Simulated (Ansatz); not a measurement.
SnO2 under changes of volume

One of the cells (14.496 Å³/atom); the others are scaled copies at fixed shape and fractional positions:

```
Sn O
1.0
     1.61709    0.93363    4.80059
    -1.61709    0.93363    4.80059
     0.00000   -1.86726    4.80059
Sn O
1 2
Direct
  0.50000 0.50000 0.50000
  0.76283 0.76283 0.76283
  0.23717 0.23717 0.23717
```

Measurements of this composition are mostly on another form, of space group No. 136.

- Program: Ansatz 0.2.0
- Functional: LDA
- Potentials or basis: Ansatz PAW
- Cutoff: 420 eV (not typed: the program's choice for these potentials)
- k mesh: 10 × 10 × 10
- Occupations: fermi-dirac, width 0.05 eV
- Spin: no spin polarisation

```tsv
volume (Å³/atom)	energy over the lowest point (meV/atom)	pressure (GPa)	gap on the mesh (eV)	largest force (eV/Å)
13.626	0.00	-0.2	2.18	0.006
13.916	3.41	-3.5	2.04	0.250
14.206	12.53	-6.5	1.90	0.473
14.496	26.75	-9.1	1.77	0.676
14.785	45.40	-11.5	1.65	0.861
15.075	?	?	?	?
15.365	94.15	-15.3	1.43	1.184
```

Q: What does the run at 15.075 Å³/atom give?

A: Energy over the lowest point 68.04 meV/atom; pressure -13.5 GPa; gap on the mesh 1.54 eV; largest force 1.030 eV/Å.

Worked out: A Birch-Murnaghan fit of order 3 (a polynomial in V^(-2/3)) to the other rows has its minimum at 13.61 Å³/atom, just outside them, with B0 = V·E''(V) = 170 GPa and B' = 4.9 at fixed shape and positions, which overstates the stiffness. It gives 68.03 meV/atom at 15.075 Å³/atom, against the run's 68.04, and -dE/dV = -13.5 GPa, against -13.5. A parabola through the other rows of the gap, of slope -5.74 eV per unit of ln V there, gives 1.54 eV, against the run's 1.54.

Energies are extrapolated to zero smearing.

Caveats: spin-orbit coupling is left out, which moves the levels of the heavy elements; the PAW data sets come from PBE, with cores solved anew for the run's functional, which leaves a small shift of forces and pressure; forces of over 1 eV/Å show positions far from the minimum, so gaps and moduli don't describe the material at rest (some runs).

A mesh can miss the band edges.
